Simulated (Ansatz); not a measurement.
# Ir (P6_3/mmc) in Ansatz: notebook

One crystal, Ir, is run at these levels: PBE0; tasks: single point, equation of state.

Everything below comes from runs of Ansatz 0.2.0. Logs are shortened: lines on timing, memory, paths and dates and some standing lists are left out, and cuts for length are marked.

## 1. The crystal as given

Symmetry: P6_3/mmc, No. 194, hexagonal system. Conventional cell: a = 2.751 Å, b = 2.751 Å, c = 4.462 Å, α = 90.00°, β = 90.00°, γ = 120.00°. Ir (site symmetry -6m2) has 12 Ir at 2.74 to 2.75 Å as nearest neighbours.

This isn't the form of Ir at room conditions, which is fcc.

## 2. Single point, PBE0, 13.75 Å³/atom (volume scaled by 0.94)

input.yaml

```yaml
crystal:
  lattice:
    - [2.6952115654, 0.0, 0.0]
    - [-1.3476057827, 2.3341216842, 0.0]
    - [0.0, 0.0, 4.3711972971]
  atoms:
    - { symbol: Ir, position: [0.3333333333, 0.6666666667, 0.25] }
    - { symbol: Ir, position: [0.6666666667, 0.3333333333, 0.75] }
hamiltonian:
  xc: pbe0
  pseudopotentials: { kind: paw }
kpoints:
  mp_grid: { grid: [6, 6, 4] }
scf:
  occupations: { method: fermi_dirac, width: 0.05 }
output:
  forces: true
  stress: true
  eigenvalues: true
  write_density: true
  write_potential: true
  elf: true
  volumetric_format: npy
```

Potentials or basis: Ansatz PAW.

Run with:

```bash
> ansatz run input.yaml --threads 2 --pin off --max-ram 5632MiB --backend cpu --events-out ev --progress --plain --runs-dir out
```

The log of the run:

```text
Warning: output.stress: scf.convergence.dr2_threshold = 1e-7 eV (the SCF's general default) is looser than the 2e-10 eV advised for a printed stress (1e-10 eV for each atom of the cell: 2). What an SCF threshold leaves in a stress goes as its square root, and in the free energy as the threshold itself, and one threshold admits the most on a small cell: of the crystals measured, under no hybrid functional and no lock of the moments, on runs that ended without the residual-converged pass, on stresses that held no estimate of that error, the worst erred by over 100 MPa in a component at 1e-7 eV an atom and by under 5 at 1e-10. Set scf.convergence.dr2_threshold to 2e-10 eV or tighter. The threshold is an SCF's pass mark: one that does not reach it within its budget of iterations ends unconverged, or closes short of it on a stop that the run arms, and scf.convergence.dr2_threshold's page says what that costs each kind of run
Warning: output.stress: scf.exx.energy_threshold = 1e-6 eV is looser than the 2e-8 eV advised for a stress under a hybrid functional (1e-8 eV for each atom of the cell: 2). Every SCF of the exchange loop can meet its threshold on dr2 while the loop round them stops early: no threshold on dr2 bounds what that leaves in the stress. Set scf.exx.energy_threshold to 2e-8 eV or tighter. The threshold is the loop's pass mark: a loop that does not reach it within its budget of cycles ends unconverged, and scf.exx.energy_threshold's page has the law
Warning: RAYON_NUM_THREADS=2 ignored (pool sized by the plan → 2); use --threads N
Engine: ansatz 0.2.0, x86_64-unknown-linux-gnu
Pseudopotentials: kind: paw
Pseudopotential: Ir, paw, valence charge 17, recommended cutoff 420 eV (normal), Ir.paw.azcp
Functional definition: PBE0
  parameter a = 0.25
  parameter kappa = 0.804
  parameter beta = 0.06672455060314922
  exchange = (1 - a)*pbe_x(kappa = kappa, mu = beta*pi^2/3) + a*exact_x
  correlation = pbe_c(beta = beta)
Crystal: 2 atoms, lattice volume = 27.499 Å³
Basis set: ecut = 420 eV, 549 PW (Γ), exchange–correlation on 40×40×60 points (8 copies of the dense FFT grid, shifted against one another)
Bands: 21, of which v1, the nominal top of the filled ones, is band 17 counted from 1 (16 counted from 0)
Symmetry: 24 space group operations
Space group: P63/mmc (ITA 194), of the structure as read, at distance tolerance 3.0e-5 Å
k-points: 21 of 144
Non-local potential: Ir, projectors of the file, l = 0: 3, l = 1: 2, l = 2: 2, l = 3: 1
PAW form: soft (Blöchl's): semilocal exchange-correlation on the pseudo side does not see the compensation charge
PAW frozen core: Ir, regenerated for the run's functional, and the local potential with it (the file was generated under x = pbe(κ = 0.804, μ = 0.2195149727645171), c = pbe(β = 0.06672455060314922))
PAW one-centre angular grid: Ir, 590 points (default); XC on 64 Gauss nodes
Initial density: superposition of atomic densities (neutral atoms: chi_scale 0, normalization atom), corrected by the library's trained network
Initial wavefunctions: pseudopotential atomic-orbital guess
Functional: x = pbe(κ = 0.804, μ = 0.2195149727645171), c = pbe(β = 0.06672455060314922), warm-up for x = 0.75 pbe(κ = 0.804, μ = 0.2195149727645171) + 0.25 exact, c = pbe(β = 0.06672455060314922)
SCF iter   1: F=—  HF=-23870.342339 eV  |F-HF|=—  |Δ(HF+E_count)|=         —  Δρ=1.48e-2  dr2=2.95e-2  ethr=1.77e-3  ⟨swp⟩=5.9  Hψ=1652  notcnv=0
preconditioner: auto → none  [metal: Δε(μ)=0.146 eV  Ē_g=8.414 eV  σ=0.050 eV  W_gap=0.50  n_scr=8 (ndim 8)  ℏωp=30.0 eV  f_vac=0.000  D(μ)=1.71/eV (n_scr^D=22)  sad-step TF]
SCF iter   2: F=—  HF=-23870.339023 eV  |F-HF|=—  |Δ(HF+E_count)|=   3.32e-3  Δρ=8.12e-3  dr2=8.88e-3  ethr=8.68e-5  ⟨swp⟩=2.1  Hψ=866  notcnv=0
iter 3 solved again at ethr=7.53e-8 eV; its pass at ethr=2.61e-5 eV (dr2=2.56e-5 eV) is discarded
SCF iter   3: F=—  HF=-23870.338243 eV  |F-HF|=—  |Δ(HF+E_count)|=   7.79e-4  Δρ=5.33e-4  dr2=2.65e-5  ethr=7.53e-8  ⟨swp⟩=3.0  Hψ=2071  notcnv=0
SCF iter   4: F=—  HF=-23870.338266 eV  |F-HF|=—  |Δ(HF+E_count)|=   2.29e-5  Δρ=8.02e-5  dr2=1.01e-6  ethr=7.53e-8  ⟨swp⟩=3.0  Hψ=910  notcnv=0
SCF iter   5: F=—  HF=-23870.338266 eV  |F-HF|=—  |Δ(HF+E_count)|=   2.24e-7  Δρ=1.05e-5  dr2=1.02e-8  ethr=2.98e-9  ⟨swp⟩=3.0  Hψ=996  notcnv=0
SCF iter   6: F=-23870.338266 eV  HF=-23870.338266 eV  |F-HF|=5.53e-10  |Δ(HF+E_count)|=   4.83e-9  Δρ=2.21e-6  dr2=7.95e-10  ethr=2.99e-11  ⟨swp⟩=3.0  Hψ=1181  notcnv=0
SCF 1 converged in 6 iterations: F = -23870.338266 eV  dr2 = 7.95e-10
Initial density: handed on by an earlier stage of this run
Initial wavefunctions: those handed on with the density
Functional: x = 0.75 pbe(κ = 0.804, μ = 0.2195149727645171) + 0.25 exact, c = pbe(β = 0.06672455060314922)
Frozen-core exchange: fock
iter 1 solved again at ethr=1.90e-5 eV; its pass at ethr=1.00e-1 eV (dr2=6.46e-3 eV) is discarded
SCF iter   1: F=—  HF=-23868.028787 eV  |F-HF|=—  |Δ(HF+E_count)|=         —  Δρ=6.54e-3  dr2=9.40e-3  ethr=1.90e-5  ⟨swp⟩=3.7  Hψ=1858  notcnv=0
preconditioner: auto → none  [insulator: Δε(μ)=0.156 eV  Ē_g=10.261 eV  σ=0.050 eV  W_gap=0.53  n_scr=8 (ndim 8)  ℏωp=30.0 eV  f_vac=0.000  D(μ)=0.79/eV (n_scr^D=2)]
SCF iter   2: F=—  HF=-23868.026094 eV  |F-HF|=—  |Δ(HF+E_count)|=   2.69e-3  Δρ=2.05e-3  dr2=3.02e-3  ethr=1.90e-5  ⟨swp⟩=3.0  Hψ=1035  notcnv=0
SCF iter   3: F=—  HF=-23868.026007 eV  |F-HF|=—  |Δ(HF+E_count)|=   8.68e-5  Δρ=6.75e-4  dr2=2.71e-3  ethr=7.81e-7  ⟨swp⟩=3.0  Hψ=843  notcnv=0
SCF iter   4: F=—  HF=-23868.026000 eV  |F-HF|=—  |Δ(HF+E_count)|=   6.75e-6  Δρ=4.35e-5  dr2=1.02e-7  ethr=7.55e-8  ⟨swp⟩=3.0  Hψ=875  notcnv=0
SCF iter   5: F=-23868.026000 eV  HF=-23868.026000 eV  |F-HF|=1.04e-8  |Δ(HF+E_count)|=   3.31e-8  Δρ=5.28e-6  dr2=5.33e-9  ethr=3.01e-10  ⟨swp⟩=3.3  Hψ=1167  notcnv=0  defer=1
SCF 2 converged in 5 iterations: F = -23868.026000 eV  dr2 = 5.33e-9
hybrid outer 1: dexx = +4.904e-3 eV, tail = 5.59e-3 eV
Frozen-core exchange: fock
SCF iter   1: F=—  HF=-23868.033035 eV  |F-HF|=—  |Δ(HF+E_count)|=         —  Δρ=1.14e-3  dr2=7.43e-4  ethr=8.22e-5  ⟨swp⟩=2.5  Hψ=894  notcnv=0
preconditioner: auto → none  [insulator: Δε(μ)=0.302 eV  Ē_g=10.262 eV  σ=0.050 eV  W_gap=0.79  n_scr=8 (ndim 8)  ℏωp=30.0 eV  f_vac=0.000  D(μ)=0.33/eV (n_scr^D=2)]
SCF iter   2: F=—  HF=-23868.032997 eV  |F-HF|=—  |Δ(HF+E_count)|=   3.87e-5  Δρ=4.36e-4  dr2=6.46e-4  ethr=2.81e-7  ⟨swp⟩=2.8  Hψ=850  notcnv=0
SCF iter   3: F=-23868.034812 eV  HF=-23868.034818 eV  |F-HF|=6.17e-6  |Δ(HF+E_count)|=   1.82e-3  Δρ=4.17e-4  dr2=2.19e-5  ethr=3.10e-8  ⟨swp⟩=3.2  Hψ=1122  notcnv=0
SCF 3 stopped early in 3 iterations: F = -23868.034812 eV  dr2 = 2.19e-5
hybrid outer 2: dexx = +2.081e-3 eV, tail = 4.76e-3 eV, Δε = 2.25e-1 eV (about 2.14e-2 eV left of the loop's levels)
Frozen-core exchange: fock
SCF iter   1: F=—  HF=-23868.034725 eV  |F-HF|=—  |Δ(HF+E_count)|=         —  Δρ=1.95e-4  dr2=8.56e-6  ethr=6.83e-7  ⟨swp⟩=3.2  Hψ=920  notcnv=0
preconditioner: auto → none  [insulator: Δε(μ)=0.477 eV  Ē_g=10.264 eV  σ=0.050 eV  W_gap=0.83  n_scr=8 (ndim 8)  ℏωp=30.0 eV  f_vac=0.000  D(μ)=0.24/eV (n_scr^D=0)]
SCF iter   2: F=—  HF=-23868.034725 eV  |F-HF|=—  |Δ(HF+E_count)|=   8.65e-7  Δρ=3.50e-5  dr2=6.52e-6  ethr=6.35e-9  ⟨swp⟩=3.0  Hψ=877  notcnv=0
SCF iter   3: F=—  HF=-23868.034870 eV  |F-HF|=—  |Δ(HF+E_count)|=   1.45e-4  Δρ=2.63e-5  dr2=1.83e-7  ethr=3.00e-10  ⟨swp⟩=3.6  Hψ=1227  notcnv=0
SCF iter   4: F=—  HF=-23868.034869 eV  |F-HF|=—  |Δ(HF+E_count)|=   4.54e-8  Δρ=3.79e-6  dr2=7.85e-8  ethr=2.97e-10  ⟨swp⟩=3.0  Hψ=987  notcnv=0
SCF iter   5: F=-23868.034870 eV  HF=-23868.034870 eV  |F-HF|=2.54e-9  |Δ(HF+E_count)|=   5.51e-7  Δρ=5.80e-6  dr2=7.58e-9  ethr=3.11e-12  ⟨swp⟩=4.0  Hψ=1387  notcnv=0
SCF 4 converged in 5 iterations: F = -23868.034870 eV  dr2 = 7.58e-9
  Residual-converged pass: ⟨swp⟩=2.0  Hψ=564  notcnv=0  max |occ|·‖R‖ = 2.4e-6 eV (tolerance 2.4e-6 eV)  dr2=7.58e-9  dr2_onsite=2.07e-10  max |Δocc| = 4.2e-15
hybrid outer 3: dexx = +3.722e-6 eV, tail = 1.21e-5 eV, Δε = 2.22e-2 eV (about 9.21e-4 eV left of the loop's levels)
Frozen-core exchange: fock
SCF iter   1: F=—  HF=-23868.034870 eV  |F-HF|=—  |Δ(HF+E_count)|=         —  Δρ=7.34e-6  dr2=6.77e-9  ethr=3.92e-10  ⟨swp⟩=3.5  Hψ=934  notcnv=0
SCF iter   2: F=-23868.034870 eV  HF=-23868.034870 eV  |F-HF|=7.28e-12  |Δ(HF+E_count)|=   2.89e-9  Δρ=7.64e-7  dr2=3.39e-10  ethr=1.88e-11  ⟨swp⟩=3.0  Hψ=891  notcnv=0
SCF 5 converged in 2 iterations: F = -23868.034870 eV  dr2 = 3.39e-10
  Residual-converged pass: ⟨swp⟩=2.0  Hψ=773  notcnv=0  max |occ|·‖R‖ = 2.4e-6 eV (tolerance 2.4e-6 eV)  dr2=3.38e-10  dr2_onsite=8.40e-12  max |Δocc| = 4.0e-14
hybrid outer 4: dexx = +9.845e-10 eV, tail = 7.00e-10 eV, Δε = 5.52e-5 eV (about 1.83e-5 eV left of the loop's levels), ΔF = 4.63e-17 eV/Å (tail 2.22e-4)
hybrid SCF converged: 4 outer / 15 inner (+6 warm-up), last move |dexx| = 9.84e-10 eV, tail = 7.00e-10 eV
Stability not checked: this state was not tested for a lower state beside it, because the functional holds exact exchange (a hybrid, or Hartree-Fock), whose exchange loop this test does not read (fock_operator; see scf.lower_state_search)
Free energy (F): -23868.034870 eV
Frozen-core exchange: fock
Harris-Foulkes:  -23868.034870 eV  (|F-HF|=7.28e-12)
Internal energy: -23868.032909 eV  (E = F + TS)
E sigma→0 (E₀):  -23868.033890 eV
Entropy (-TS):   -0.001961 eV (-0.980 meV/atom)
Fermi energy:    26.317028 eV
--- Per-component energies (eV) ---
  E_band       = -227.284878
  E_kinetic    = 1248.256637
  E_local      = -2055.639828  (includes V_loc(G=0)·N_el)
  E_nonlocal   = 147.138170
  E_hartree    = 793.993426
  E_xc         = -414.068333
  E_vxc        = -463.709410  (∫ρ·V_xc dr)
  E_exx        = -128.059910  (= α·E_x^exact, valence–valence)
  E_paw        = -18438.283116  (= ΣΔE_a)
  E_vpaw       = -435.197689  (= ΣTr[D̂ρ^β])
  E_aug_tail   = 0.000109  (compensation charges beyond the density's cutoff)
  E_ewald      = -5016.940253
  E_core_change = -4.429810  (= ΣΔE_core)
  E_smearing   = -0.001961  (= −TS)
  E_closure    = 0.000000  (closes the sum)
  Σ components = -23868.034870   (vs F -23868.034870, Δ=3.64e-12)
--- Forces (eV/Å), atoms counted from 1 ---
  atom   1  Ir     0.00000000     0.00000000     0.00000000
  atom   2  Ir     0.00000000    -0.00000000     0.00000000
  max |Σ_I F_I| component: 2.78e-17 eV/Å
--- Stress (GPa, compression-positive) ---
       10.911452      -0.000000       0.000000
        0.000000      10.911452       0.000000
        0.000000       0.000000       2.863461
  P = ⅓ Tr σ = 8.2288 GPa (82.288 kbar)
--- Band table (eV; the first three rows and the last of 21) ---
  k-point 0: bands = ["-71.3201", "-71.2241", "-27.4479", "-26.4684", "-26.4684", "-26.3804", "-26.3061", "-26.3061", "13.4360", "16.5719", "21.2046", "21.3851", "21.3851", "22.1587", "22.1587", "23.0847", "23.0847", "25.1508", "27.4012", "27.4012", "35.4029"]
  k-point 1: bands = ["-71.3063", "-71.2382", "-27.2962", "-26.5416", "-26.4460", "-26.4460", "-26.3313", "-26.3313", "14.2248", "16.6244", "20.9097", "21.1434", "21.1434", "21.7811", "21.7811", "22.9915", "24.0178", "24.0178", "27.1982", "27.1982", "38.4899"]
  k-point 2: bands = ["-71.2726", "-71.2726", "-26.9235", "-26.9235", "-26.3883", "-26.3883", "-26.3883", "-26.3883", "15.9385", "15.9385", "20.8589", "20.8589", "21.2301", "21.2301", "21.2301", "21.2301", "25.6932", "25.6932", "25.6932", "25.6932", "41.0427"]
  k-point 20: bands = ["-71.2055", "-71.2055", "-27.1783", "-27.1783", "-26.9334", "-26.9334", "-26.5536", "-26.5536", "18.5807", "18.5807", "19.6262", "19.6262", "21.2069", "21.2069", "23.1421", "23.1421", "27.3075", "27.3075", "35.1607", "35.1607", "36.2021"]
```

Wall time 6.7 s (2 threads of AMD EPYC 9R45 (Zen 5), shared host); peak memory 0.75 GiB.

What came out:

| Property | Result |
| --- | --- |
| Free energy | -23868.0349 eV |
| Pressure | 8.2 GPa |
| Band gap on the k mesh | none (metal or under the smearing width) |

Caveat: the k mesh is coarse (spacing up to 0.45 Å⁻¹), so the values aren't converged, least of all with exact exchange; the PAW data sets come from PBE, with cores solved anew for the run's functional, which leaves a small shift of forces and pressure; the thresholds are loose for stress.

## 3. Single point, PBE0, 14.04 Å³/atom (volume scaled by 0.96)

Changes to input.yaml since step 2:

```diff
@@ -2,5 +2,5 @@
   lattice:
-    - [2.6952115654, 0.0, 0.0]
-    - [-1.3476057827, 2.3341216842, 0.0]
-    - [0.0, 0.0, 4.3711972971]
+    - [2.7141925539, 0.0, 0.0]
+    - [-1.3570962769, 2.3505597024, 0.0]
+    - [0.0, 0.0, 4.4019813909]
   atoms:
@@ -19,5 +19 @@
   eigenvalues: true
-  write_density: true
-  write_potential: true
-  elf: true
-  volumetric_format: npy
```

Potentials or basis: Ansatz PAW.

Run with:

```bash
> ansatz run input.yaml --threads 2 --pin off --max-ram 5632MiB --backend cpu --events-out ev --progress --plain --runs-dir out
```

It took 6.7 s on 2 threads of AMD EPYC 9R45 (Zen 5), shared host; peak memory 0.74 GiB.

The run converged. Its results:

```yaml
Free_energy: -23868.0485 eV
Pressure: -0.6 GPa
Band_gap_on_the_k_mesh: none (metal or under the smearing width)
```

Caveat: the k mesh is coarse (spacing up to 0.45 Å⁻¹), so the values aren't converged, least of all with exact exchange; the PAW data sets come from PBE, with cores solved anew for the run's functional, which leaves a small shift of forces and pressure; the thresholds are loose for stress.

## 4. Single point, PBE0, 14.33 Å³/atom (volume scaled by 0.98)

Changes to input.yaml since step 3:

```diff
@@ -2,5 +2,5 @@
   lattice:
-    - [2.7141925539, 0.0, 0.0]
-    - [-1.3570962769, 2.3505597024, 0.0]
-    - [0.0, 0.0, 4.4019813909]
+    - [2.7329117147, 0.0, 0.0]
+    - [-1.3664558574, 2.3667709712, 0.0]
+    - [0.0, 0.0, 4.4323408426]
   atoms:
```

Run with:

```bash
> ansatz run input.yaml --threads 2 --pin off --max-ram 5632MiB --backend cpu --events-out ev --progress --plain --runs-dir out
```

It took 6.9 s on 2 threads of AMD EPYC 9R45 (Zen 5), shared host; peak memory 0.76 GiB.

The run converged. Its results:

- Free energy: -23868.0319 eV
- Pressure: -8.4 GPa
- Band gap on the k mesh: none (metal or under the smearing width)

Caveat: the k mesh is coarse (spacing up to 0.44 Å⁻¹), so the values aren't converged, least of all with exact exchange; the PAW data sets come from PBE, with cores solved anew for the run's functional, which leaves a small shift of forces and pressure; the thresholds are loose for stress.

## 5. Single point, PBE0, 14.63 Å³/atom

Changes to input.yaml since step 4:

```diff
@@ -2,5 +2,5 @@
   lattice:
-    - [2.7329117147, 0.0, 0.0]
-    - [-1.3664558574, 2.3667709712, 0.0]
-    - [0.0, 0.0, 4.4323408426]
+    - [2.7513778946, 0.0, 0.0]
+    - [-1.3756889473, 2.3827631521, 0.0]
+    - [0.0, 0.0, 4.46229]
   atoms:
@@ -19 +19,5 @@
   eigenvalues: true
+  write_density: true
+  write_potential: true
+  elf: true
+  volumetric_format: npy
```

Run with:

```bash
> ansatz run input.yaml --threads 2 --pin off --max-ram 5632MiB --backend cpu --events-out ev --progress --plain --runs-dir out
```

Run time: 7.1 s. Hardware: 2 threads of AMD EPYC 9R45 (Zen 5), shared host; peak memory 0.77 GiB.

The run converged. Its results:

- Free energy: -23867.9886 eV
- Pressure: -15.2 GPa
- Band gap on the k mesh: none (metal or under the smearing width)

Caveat: the k mesh is coarse (spacing up to 0.44 Å⁻¹), so the values aren't converged, least of all with exact exchange; the PAW data sets come from PBE, with cores solved anew for the run's functional, which leaves a small shift of forces and pressure; the thresholds are loose for stress.

## 6. Single point, PBE0, 14.92 Å³/atom (volume scaled by 1.02)

Changes to input.yaml since step 5:

```diff
@@ -2,5 +2,5 @@
   lattice:
-    - [2.7513778946, 0.0, 0.0]
-    - [-1.3756889473, 2.3827631521, 0.0]
-    - [0.0, 0.0, 4.46229]
+    - [2.7695994713, 0.0, 0.0]
+    - [-1.3847997356, 2.3985435004, 0.0]
+    - [0.0, 0.0, 4.4918424506]
   atoms:
@@ -19,5 +19 @@
   eigenvalues: true
-  write_density: true
-  write_potential: true
-  elf: true
-  volumetric_format: npy
```

Potentials or basis: Ansatz PAW.

Run with:

```bash
> ansatz run input.yaml --threads 2 --pin off --max-ram 5632MiB --backend cpu --events-out ev --progress --plain --runs-dir out
```

Run time: 7.7 s. Hardware: 2 threads of AMD EPYC 9R45 (Zen 5), shared host; peak memory 0.79 GiB.

The run converged. Its results:

* Free energy: -23867.9219 eV
* Pressure: -21.2 GPa
* Band gap on the k mesh: none (metal or under the smearing width)

Caveat: the k mesh is coarse (spacing up to 0.44 Å⁻¹), so the values aren't converged, least of all with exact exchange; the PAW data sets come from PBE, with cores solved anew for the run's functional, which leaves a small shift of forces and pressure; the thresholds are loose for stress.

## 7. Single point, PBE0, 15.21 Å³/atom (volume scaled by 1.04)

Changes to input.yaml since step 6:

```diff
@@ -2,5 +2,5 @@
   lattice:
-    - [2.7695994713, 0.0, 0.0]
-    - [-1.3847997356, 2.3985435004, 0.0]
-    - [0.0, 0.0, 4.4918424506]
+    - [2.7875843874, 0.0, 0.0]
+    - [-1.3937921937, 2.4141188946, 0.0]
+    - [0.0, 0.0, 4.5210110761]
   atoms:
```

Run with:

```bash
> ansatz run input.yaml --threads 2 --pin off --max-ram 5632MiB --backend cpu --events-out ev --progress --plain --runs-dir out
```

Wall time 7.7 s (2 threads of AMD EPYC 9R45 (Zen 5), shared host); peak memory 0.79 GiB.

The run converged. Its results:

```
Free energy            : -23867.8346 eV
Pressure               : -26.5 GPa
Band gap on the k mesh : none (metal or under the smearing width)
```

Caveat: the k mesh is coarse (spacing up to 0.43 Å⁻¹), so the values aren't converged, least of all with exact exchange; the PAW data sets come from PBE, with cores solved anew for the run's functional, which leaves a small shift of forces and pressure; the thresholds are loose for stress.

## 8. Single point, PBE0, 15.50 Å³/atom (volume scaled by 1.06)

Changes to input.yaml since step 7:

```diff
@@ -2,5 +2,5 @@
   lattice:
-    - [2.7875843874, 0.0, 0.0]
-    - [-1.3937921937, 2.4141188946, 0.0]
-    - [0.0, 0.0, 4.5210110761]
+    - [2.8053401807, 0.0, 0.0]
+    - [-1.4026700903, 2.4294958627, 0.0]
+    - [0.0, 0.0, 4.5498081014]
   atoms:
```

Run with:

```bash
> ansatz run input.yaml --threads 2 --pin off --max-ram 5632MiB --backend cpu --events-out ev --progress --plain --runs-dir out
```

It took 7.8 s on 2 threads of AMD EPYC 9R45 (Zen 5), shared host; peak memory 0.8 GiB.

The run converged. Its results:

```
Free energy            : -23867.7292 eV
Pressure               : -31.1 GPa
Band gap on the k mesh : none (metal or under the smearing width)
```

Caveat: the k mesh is coarse (spacing up to 0.43 Å⁻¹), so the values aren't converged, least of all with exact exchange; the PAW data sets come from PBE, with cores solved anew for the run's functional, which leaves a small shift of forces and pressure; the thresholds are loose for stress.

## 9. Equation of state, PBE0

Potentials or basis: Ansatz PAW.

No new run: the results of the series are fitted here.

Results:

- Equilibrium volume: 14.02 Å³/atom
- Bulk modulus at fixed shape and positions: 400 GPa
- Pressure derivative of the bulk modulus: 5.1

Energy against volume, from the lowest point:
```tsv
volume (Å³/atom)	energy (meV/atom)
13.749	6.81
14.042	0.00
14.335	8.30
14.627	29.92
14.920	63.29
15.212	106.94
15.505	159.65
```

Caveat: the k mesh is coarse (spacing up to 0.44 Å⁻¹), so the values aren't converged, least of all with exact exchange; the cell was scaled at fixed shape and fractional positions, which overstates the stiffness of a crystal with free parameters, most of all of layers and chains; the PAW data sets were made with another functional, which shifts forces and pressure a little. Spin-orbit coupling is left out, which matters for the levels of Ir.
